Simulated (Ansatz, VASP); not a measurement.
# Cross-check of GaSb between VASP and Ansatz, part 2 of 2

Wanted: the spread between two codes on one cell, functional and k mesh. The cell is taken from a series of runs on this material, whose earlier steps may have relaxed, scaled, displaced or heated it; both programs get it as it stands.

VASP 6.6.1 and Ansatz 0.2.0.

So far: The starting structure; VASP: zone-centre phonons, PBEsol.

## (2) VASP: zone-centre phonons, PBEsol (continued)

Level of this step: PBEsol; plane waves and PAW (Ga_d, Sb) (VASP).

Numbers of over 12 decimals in the logs are rounded to 6 here.

Parts of OUTCAR (step 2):

```text
ion  position               nearest neighbor table
   1  0.002  0.002  0.998-   2 2.63   2 2.63   2 2.64   2 2.64
   2  0.748  0.748  0.752-   1 2.63   1 2.63   1 2.64   1 2.64

  LATTYP: Found a body centered orthorhombic cell.
 ALAT       =     4.2351100938
 B/A-ratio  =     1.0211491871
 C/A-ratio  =     1.4555754247

 Subroutine GETGRP returns: Found  2 space group operations
 (whereof  2 operations were pure point group operations)

The static configuration has the point symmetry C_1h.

   k-points           NKPTS =   1728   k-points in BZ     NKDIM =   1728   number of bands    NBANDS=     15

   dimension x,y,z NGX =    32 NGY =   32 NGZ =   32
   dimension x,y,z NGXF=    64 NGYF=   64 NGZF=   64

   ENCUT  =  500.0 eV  36.75 Ry    6.06 a.u.   7.88  7.88  7.72*2*pi/ulx,y,z

   NELECT =      18.0000    total number of electrons

 k-points in reciprocal lattice and weights: Points of the shifted mesh
   0.04166667  0.04166667  0.04166667       0.001
   0.04166667  0.04166667  0.12500000       0.001
   0.04166667  0.04166667  0.20833333       0.001
   0.04166667  0.04166667  0.29166667       0.001
   0.04166667  0.04166667  0.37500000       0.001
   0.04166667  0.04166667  0.45833333       0.001
   0.04166667  0.04166667  0.54166667       0.001
   0.04166667  0.04166667  0.62500000       0.001
   0.04166667  0.04166667  0.70833333       0.001
[...]
0.95833333  0.95833333  0.87500000       0.001
   0.95833333  0.95833333  0.95833333       0.001

 average (electrostatic) potential at core
       1 -65.4265       2 -87.3630

  Total        0.3344952      0.3344952      0.0317496      0.3036363     -0.0014698     -0.0014697
  in kB        9.4931951      9.4931951      0.9010761      8.6173989     -0.0417129     -0.0417124
  external PRESSURE =       6.6291554 kB  Pullay stress =       0.0000000 kB

  energy-cutoff  :      500.00
  volume of cell :       56.45
      direct lattice vectors                 reciprocal lattice vectors
    -0.031667472  3.026342538  3.082261087    -0.163505024  0.163505024  0.162218575
     3.026342538 -0.031667472  3.082261087     0.163505024 -0.163505024  0.162218575
     2.994675066  2.994675066  0.000000000     0.166963022  0.166963022 -0.162218575

 POSITION                                       TOTAL-FORCE (eV/Angst)
 -----------------------------------------------------------------------------------
      2.99475      2.99475      0.00958        -0.000012     -0.000012     -0.000616
      4.49193      4.49193      4.61381         0.000012      0.000012      0.000616
 -----------------------------------------------------------------------------------
    total drift:                                0.000003      0.000003      0.001107

 Eigenvectors and eigenvalues of the dynamical matrix
 ----------------------------------------------------

   1 f  =    6.770562 THz    42.540697 2PiTHz  225.841646 cm-1    28.000783 meV
             X         Y         Z           dx          dy          dz
      2.994755  2.994755  0.009581     0.563465    0.563465    0.013890
      4.491933  4.491933  4.613810    -0.427032   -0.427032   -0.010508

   2 f  =    6.750241 THz    42.413016 2PiTHz  225.163808 cm-1    27.916742 meV
             X         Y         Z           dx          dy          dz
      2.994755  2.994755  0.009581     0.009812    0.009812   -0.797119
      4.491933  4.491933  4.613810    -0.007444   -0.007444    0.603572

   3 f  =    6.655797 THz    41.819608 2PiTHz  222.013502 cm-1    27.526154 meV
             X         Y         Z           dx          dy          dz
      2.994755  2.994755  0.009581     0.563441   -0.563441    0.000000
      4.491933  4.491933  4.613810    -0.427240    0.427240   -0.000000

   4 f/i=    0.001886 THz     0.011848 2PiTHz    0.062901 cm-1     0.007799 meV
             X         Y         Z           dx          dy          dz
      2.994755  2.994755  0.009581    -0.007951   -0.007951   -0.603558
      4.491933  4.491933  4.613810    -0.010500   -0.010500   -0.797101

   5 f/i=    0.004803 THz     0.030175 2PiTHz    0.160196 cm-1     0.019862 meV
             X         Y         Z           dx          dy          dz
      2.994755  2.994755  0.009581    -0.427022   -0.427022    0.011252
      4.491933  4.491933  4.613810    -0.563452   -0.563452    0.014845

   6 f/i=    0.006422 THz     0.040348 2PiTHz    0.214202 cm-1     0.026558 meV
             X         Y         Z           dx          dy          dz
      2.994755  2.994755  0.009581     0.427240   -0.427240   -0.000000
      4.491933  4.491933  4.613810     0.563441   -0.563441   -0.000000

 ELASTIC MODULI CONTR FROM IONIC RELAXATION (kBar)
 Direction    XX          YY          ZZ          XY          YZ          ZX
 --------------------------------------------------------------------------------
 XX          -0.2545     -0.2535     -0.5508     -7.0655      1.2680     -0.4958
 YY          -0.2535     -0.2545     -0.5508     -7.1440      0.8924     -0.0408
 ZZ          -0.5508     -0.5508     -1.1988    -15.4774      1.5711     -1.2392
 XY          -7.0655     -7.1440    -15.4774   -203.2029      2.0742      1.4758
 YZ           1.2680      0.8924      1.5711      2.0742   -211.7661    -17.8753
 ZX          -0.4958     -0.0408     -1.2392      1.4758    -17.8753   -207.3796
 --------------------------------------------------------------------------------
```

## (3) Ansatz: zone-centre phonons, PBEsol

Ansatz runs on its PAW soft_1 files.

The same cell, functional, mesh and smearing now go to Ansatz, which takes its cutoff from its data sets.

Contents of input.yaml:

```yaml
crystal:
  lattice:
    - [-0.0316674717, 3.0263425381, 3.0822610867]
    - [3.0263425381, -0.0316674717, 3.0822610867]
    - [2.9946750664, 2.9946750664, 0.0]
  atoms:
    - { symbol: Ga, position: [0.00155425, 0.00155425, -0.0015277088] }
    - { symbol: Sb, position: [0.74844575, 0.74844575, 0.7515277088] }
kpoints:
  mp_grid: { grid: [12, 12, 12], shift: [0.5, 0.5, 0.5] }
hamiltonian:
  xc: pbesol
  pseudopotentials: { kind: paw, azcp: { folder: soft_1 }, xc_functional: pbe }
scf:
  occupations: { method: gaussian, width: 0.015 }
output:
  eigenvalues: true
phonons:
  method: dfpt
```

Started as:

```sh
> ansatz run input.yaml --threads 4 --pin off --max-ram 10240MiB --backend cpu --events-out ev --progress --plain --runs-dir out
```

The program printed:

```text
Engine: ansatz 0.2.0, x86_64-unknown-linux-gnu
Pseudopotentials: kind: paw
Pseudopotential: Ga, paw, valence charge 13, recommended cutoff 420 eV (normal), soft_1/Ga.paw.azcp
Pseudopotential: Sb, paw, valence charge 15, recommended cutoff 420 eV (normal), soft_1/Sb.paw.azcp
Functional definition: PBEsol
  exchange = pbesol_x
  correlation = pbesol_c
Crystal: 2 atoms, lattice volume = 56.453 Å³
Basis set: ecut = 420 eV, 1107 PW (Γ), exchange–correlation on 60×60×60 points (8 copies of the dense FFT grid, shifted against one another)
Bands: 18, of which v1, the nominal top of the filled ones, is band 14 counted from 1 (13 counted from 0)
Symmetry: 2 space group operations
k-points: 864 of 1728 (irreducible under 1 space group operation, time reversal used)
Non-local potential: Ga, projectors of the file, l = 0: 2, l = 1: 2, l = 2: 3, l = 3: 1
Non-local potential: Sb, projectors of the file, l = 0: 2, l = 1: 2, l = 2: 2, l = 3: 1
PAW form: soft (Blöchl's): semilocal exchange-correlation on the pseudo side does not see the compensation charge
PAW frozen core: Ga, regenerated for the run's functional, and the local potential with it (the file was generated under x = pbe(κ = 0.804, μ = 0.219515), c = pbe(β = 0.066725))
PAW frozen core: Sb, regenerated for the run's functional, and the local potential with it (the file was generated under x = pbe(κ = 0.804, μ = 0.219515), c = pbe(β = 0.066725))
PAW one-centre angular grid: Ga, 590 points (default); XC on 64 Gauss nodes
PAW one-centre angular grid: Sb, 590 points (default); XC on 64 Gauss nodes
Initial density: superposition of atomic densities (chi_scale 0.1, normalization cell, long waves kept (reshape's long-wave potential 0.00 eV rms))
Initial wavefunctions: pseudopotential atomic-orbital guess
Functional: x = pbesol(κ = 0.804, μ = 0.123457), c = pbesol(β = 0.046)
SCF iter   1: F=—  HF=-10151.696591 eV  |F-HF|=—  |Δ(HF+E_count)|=         —  Δρ=3.19e-2  dr2=4.12e-1  ethr=3.10e-3  ⟨swp⟩=6.0  Hψ=84059  notcnv=0
preconditioner: auto → none  [insulator: Δε(μ)=0.355 eV  Ē_g=14.773 eV  σ=0.015 eV  W_gap=1.00  n_scr=14 (ndim 8)  ℏωp=21.0 eV  f_vac=0.006  D(μ)=0.00/eV (n_scr^D=0)  ε∞_Penn≈3.0]
SCF iter   2: F=—  HF=-10151.619275 eV  |F-HF|=—  |Δ(HF+E_count)|=   7.73e-2  Δρ=1.45e-2  dr2=6.96e-2  ethr=1.47e-3  ⟨swp⟩=2.0  Hψ=25940  notcnv=0
SCF iter   3: F=—  HF=-10151.617553 eV  |F-HF|=—  |Δ(HF+E_count)|=   1.72e-3  Δρ=5.01e-3  dr2=1.32e-2  ethr=2.49e-4  ⟨swp⟩=2.0  Hψ=26815  notcnv=0
SCF iter   4: F=—  HF=-10151.611587 eV  |F-HF|=—  |Δ(HF+E_count)|=   5.97e-3  Δρ=8.51e-4  dr2=2.16e-4  ethr=4.72e-5  ⟨swp⟩=3.0  Hψ=30149  notcnv=0
SCF iter   5: F=—  HF=-10151.611555 eV  |F-HF|=—  |Δ(HF+E_count)|=   3.28e-5  Δρ=3.61e-4  dr2=2.56e-5  ethr=7.70e-7  ⟨swp⟩=2.0  Hψ=23822  notcnv=0
SCF iter   6: F=—  HF=-10151.611559 eV  |F-HF|=—  |Δ(HF+E_count)|=   4.12e-6  Δρ=3.74e-5  dr2=6.37e-7  ethr=9.13e-8  ⟨swp⟩=2.0  Hψ=27041  notcnv=0
SCF iter   7: F=—  HF=-10151.611558 eV  |F-HF|=—  |Δ(HF+E_count)|=   2.30e-7  Δρ=7.09e-6  dr2=2.50e-8  ethr=2.28e-9  ⟨swp⟩=2.0  Hψ=27648  notcnv=0
SCF iter   8: F=—  HF=-10151.611559 eV  |F-HF|=—  |Δ(HF+E_count)|=   2.46e-8  Δρ=1.84e-6  dr2=1.80e-9  ethr=8.91e-11  ⟨swp⟩=2.9  Hψ=26465  notcnv=0
SCF iter   9: F=—  HF=-10151.611559 eV  |F-HF|=—  |Δ(HF+E_count)|=  4.15e-10  Δρ=4.53e-7  dr2=1.10e-10  ethr=6.43e-12  ⟨swp⟩=2.0  Hψ=27645  notcnv=0
SCF iter  10: F=-10151.611559 eV  HF=-10151.611559 eV  |F-HF|=1.82e-12  |Δ(HF+E_count)|=  2.00e-11  Δρ=8.09e-8  dr2=3.22e-12  ethr=1.00e-12  ⟨swp⟩=6.8  Hψ=72239  notcnv=0
SCF 1 converged in 10 iterations: F = -10151.611559 eV  dr2 = 3.22e-12
  greatest PAW one-centre occupation: 0.996 electrons in one spin orbital (limit 2), on the Sb atom at site 1 (counted from 0), in its partial waves of l = 2
DFPT response loops at Γ: preconditioner auto → none (the input reference at scf.mixing.eps_inf says where Resta's filter doesn't serve); β = 0.50; Broyden in place of MSR1
SCF converged after 10 iterations
Free energy (F): -10151.611559 eV
Harris-Foulkes:  -10151.611559 eV  (|F-HF|=1.82e-12)
Internal energy: -10151.611559 eV  (E = F + TS)
E sigma→0 (E₀):  -10151.611559 eV
Fermi energy:    7.990087 eV
--- Per-component energies (eV) ---
  E_band       = -257.052851
  E_kinetic    = 276.045013
  E_local      = -3362.481531  (includes V_loc(G=0)·N_el)
  E_nonlocal   = 299.794351
  E_hartree    = 1720.991973
  E_xc         = -160.515957
  E_vxc        = -146.257385  (∫ρ·V_xc dr)
  E_paw        = -6420.867945  (= ΣΔE_a)
  E_vpaw       = -766.137190  (= ΣTr[D̂ρ^β])
  E_aug_tail   = -0.000074  (compensation charges beyond the density's cutoff)
  E_ewald      = -2505.772224
  E_core_change = 1.194834  (= ΣΔE_core)
  E_smearing   = -0.000000  (= −TS)
  E_closure    = 0.000000  (closes the sum)
  Σ components = -10151.611559   (vs F -10151.611559, Δ=0.00e0)
--- Band table (eV; the first three rows and the last of 864) ---
  k-point 0: bands = [... 10 lower, -3.7211, 7.2839, 7.7764, 7.8235, 8.4404, 10.5721, 10.7124, 10.7697]
  k-point 1: bands = [... 10 lower, -3.6205, 6.3075, 7.4247, 7.7256, 8.9087, 10.6699, 10.7533, 11.4070]
  k-point 2: bands = [... 10 lower, -3.3775, 4.9353, 7.0694, 7.4805, 8.9094, 11.0243, 11.1974, 12.2743]
  k-point 863: bands = [... 10 lower, -2.1067, 1.4096, 6.5215, 6.7070, 8.5338, 11.5947, 11.7107, 14.3609]
--- Phonons (Γ-DFPT): 4 representative perturbations + reference, on 864 of 1728 k-points (Σ response iterations 12) ---
  k mesh reduced under 1 symmetry operation, with k and −k counted as one. Each operation leaves every solved perturbation unchanged. A smaller set is not used because it would not reduce the number of displacements times k-points to solve
  ASR residual: 8.188e-5 → 0.000e0 eV/Å²; symmetrization residual: 5.954e-6 eV/Å²
  ASR residual per site (eV/Å²): 8.19e-5 5.38e-5
  Γ frequencies (cm⁻¹): 0.00 0.00 0.00 220.96 223.96 224.81
  non-analytic LO–TO correction: not included (Born effective charges unavailable; polar crystals: no LO–TO splitting at Γ)
```

The column dr2 measures how far the density is from self-consistency, as an energy; F and HF (Harris–Foulkes) agree once it is small.

## (4) Differences

Known differences besides the potentials themselves: the data sets hold 28 valence electrons in Ansatz (on its PAW soft_1 files) and 18 in VASP; the cutoff is 420 eV in Ansatz and 500 eV in VASP; Ansatz makes its cores anew for this functional, VASP keeps those of its PBE data sets. Total energies have different zeros and are not compared.

Both answers:

```tsv
quantity	Ansatz	VASP	difference
optical mode 1 (cm⁻¹)	221.0	222.0	-0.47 %
optical mode 2 (cm⁻¹)	224.0	225.2	-0.53 %
optical mode 3 (cm⁻¹)	224.8	225.8	-0.46 %
```

Modes are paired by rising frequency, not by their patterns, so a pair may set unlike modes beside each other; they are those without the splitting of longitudinal modes.

## (5) Results

```yaml
r_m_s_difference_of_the_optical_zone_centre_modes_each_program_s_sorted_by_frequency_zone_centre_phonons_pbesol: 1.1 cm⁻¹
difference_in_optical_mode_2_zone_centre_phonons_pbesol: -0.5 %
```

What this shows: The r.m.s. difference of the optical zone-centre modes, each program's sorted by frequency is 1.1 cm⁻¹ (zone-centre phonons, PBEsol). The data sets hold unlike numbers of valence electrons (28 in Ansatz and 18 in VASP), so part of the differences comes from the potentials. Among the rows given in per cent, the largest difference of the zone-centre phonons, PBEsol pair is in optical mode 2, -0.5 %. Such differences can come from data sets, numerical settings and the points named under the comparisons, not from the functional's error against experiment.

[Lines on the potential files, build, host, timing and source positions are cut from VASP's logs without a mark.]

[Logs are printed without paths, hosts, clocks, repeated set-up lines and the standing remarks that a program may print on its own settings, such as how far it seeks lower states.]

[Hosts, paths, dates, database ids (printed as entryN), source tags and the programs' standing remarks are cut or masked in the printed files.]
